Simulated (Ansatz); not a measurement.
# Rh (diamond type): how the settings move a single-point run

How sensitive is a single-point run of Rh (diamond type) to its settings? A reference run comes first, then one run with altered input.

Method: reference: DFT, PBE, PAW with Ansatz's default frozen-core files, scalar-relativistic, in Ansatz 0.2.0.

2 further runs of the same task are left out: 2 that didn't finish.

### 1 The starting structure

The structure is cubic, space group Fd-3m (No. 227). Conventional cell: a = 4.597 Å, b = 4.597 Å, c = 4.597 Å, α = 90.00°, β = 90.00°, γ = 90.00°. Around Rh (site symmetry -43m) lie 4 Rh at 1.99 Å.

As a file:

```
Rh
1.0
     0.00000    2.29858    2.29858
     2.29858    0.00000    2.29858
     2.29858    2.29858    0.00000
Rh
2
Direct
  0.87500 0.87500 0.87500
  0.12500 0.12500 0.12500
```

### 2 Baseline

input.yaml reads:

```yaml
crystal:
  lattice:
    - [0.0, 2.29858386, 2.29858386]
    - [2.29858386, 0.0, 2.29858386]
    - [2.29858386, 2.29858386, 0.0]
  atoms:
    - { symbol: Rh, position: [-0.125, -0.125, -0.125] }
    - { symbol: Rh, position: [0.125, 0.125, 0.125] }
kpoints:
  mp_grid: { grid: [13, 13, 13] }
scf:
  occupations: { method: fermi_dirac, width: 0.05 }
hamiltonian:
  xc: pbe
  pseudopotentials: { kind: paw }
output:
  forces: true
  stress: true
  eigenvalues: true
  populations: true
  write_density: true
  write_potential: true
  elf: true
  volumetric_format: npy
```

Command:

```console
$ ansatz run input.yaml --threads 1 --pin off --max-ram 2048MiB --backend cpu --events-out ev --progress --plain --runs-dir out
```

### 3 Changing settings: occupations.method methfessel_paxton, occupations.width 0.2, xc r2scan

input.yaml: that of step 2 with these lines changed.

```diff
@@ -11,5 +11,5 @@
 scf:
-  occupations: { method: fermi_dirac, width: 0.05 }
+  occupations: { method: methfessel_paxton, width: 0.2 }
 hamiltonian:
-  xc: pbe
+  xc: r2scan
   pseudopotentials: { kind: paw }
@@ -20,5 +20 @@
   populations: true
-  write_density: true
-  write_potential: true
-  elf: true
-  volumetric_format: npy
```

Before running it: what results should come out? Wanted: for each run, ending; energy change; pressure; gap; force.

As calculated:

| run | ending | energy change | pressure (GPa) | gap (eV) | force (eV/Å) | cycles | time |
| --- | --- | --- | --- | --- | --- | --- | --- |
| reference | converged | - | 264.6 | 0.00 | 0.00 | 7 | 2.6 s |
| 1: occupations.method methfessel_paxton, occupations.width 0.2, xc r2scan | converged | not comparable | 259.5 | 0.00 | 0.00 | 8 | 4.7 s |

Times don't compare one to one where runs were asked for different outputs or read a saved state (see the inputs); cycles may leave out searches for a lower state.

Residual by cycle in the longest SCF loop of each run; runs are numbered as in the table. The quantity is the density residual dr2, in eV.

| cycle | reference | run 1 |
| --- | --- | --- |
| 1 | 0.0445 | 0.0692 |
| 2 | 0.0145 | 0.0334 |
| 3 | 2.5e-4 | 0.00303 |
| 4 | 1.4e-5 | 1.3e-4 |
| 5 | 1.6e-6 | 4.7e-5 |
| 6 | 1.2e-7 | 1.3e-5 |
| 7 | 6.4e-9 | 1.9e-6 |
| 8 | - | 7.3e-9 |

**Reading.** Total energies don't compare across a change of functional; the pressure goes from 264.6 to 259.5 GPa. The smearing changed too. The structure is not at rest: the sound run finds 265 GPa, so these are no properties of the relaxed crystal. 
